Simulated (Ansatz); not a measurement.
Wanted: the native input for an Ansatz 0.2.0 run.

* Task: band structure
* Functional: PBEsol
* Potentials or basis: all-electron PAW datasets made for the crystal
* Cutoff: 260 eV (chosen from the basis error)
* k mesh: 11 × 11 × 11
* Occupations: fermi-dirac, width 0.05 eV
* Spin: no spin polarisation

Crystal: AlAu2.

```
Au Al
1.0
    -1.67151    1.67151    4.39908
     1.67151   -1.67151    4.39908
     1.67151    1.67151   -4.39908
Au Al
2 1
Direct
  0.34373 0.34373 0.00000
  0.65627 0.65627 0.00000
  0.00000 0.00000 0.00000
```

The cell comes from a database or a generator and needn't be the stable form of this composition.

The input as run:

input.yaml

```yaml
crystal:
  lattice:
    - [-1.671514475, 1.671514475, 4.39907524]
    - [1.671514475, -1.671514475, 4.39907524]
    - [1.671514475, 1.671514475, -4.39907524]
  atoms:
    - { symbol: Au, position: [0.3437272, 0.3437272, 0.0] }
    - { symbol: Au, position: [0.6562728, 0.6562728, 0.0] }
    - { symbol: Al, position: [0.0, 0.0, 0.0] }
kpoints:
  mp_grid: { grid: [11, 11, 11] }
  band_path:
    path:
      - [0.0, 0.0, 0.0]
      - [0.0, 0.0, 0.5]
      - [-0.0721884153, 0.0721884153, 0.5]
      - [-0.2860942076, 0.2860942076, 0.2860942076]
      - [0.0, 0.0, 0.0]
      - [0.5, 0.5, -0.5]
      - [0.2860942076, 0.7139057924, -0.2860942076]
      - [0.0, 0.5, 0.0]
    npoints: 8
scf:
  occupations: { method: fermi_dirac, width: 0.05 }
hamiltonian:
  xc: pbesol
  pseudopotentials: { kind: all_electron, datasets: crystal }
output:
  forces: true
  stress: true
  eigenvalues: true
  elf: true
  volumetric_format: npy
```

Potentials or basis: all-electron PAW datasets made for the crystal.

The run is started by

```bash
$ ansatz run input.yaml --threads 2 --pin off --max-ram 8192MiB --backend cpu --events-out ev --progress --plain --runs-dir out
```

Results of the run:

```
Pressure                : -2.3 GPa
Largest force           : 0.057 eV/Å
Band gap along the path : none (metal or under the smearing width)
```

Caveat: spin-orbit coupling is left out, which moves the levels of the heavy elements.

Wall time 12 s on 2 threads of AMD EPYC 7R13 Processor (Zen 3) (shared host), peak memory 0.7 GiB.
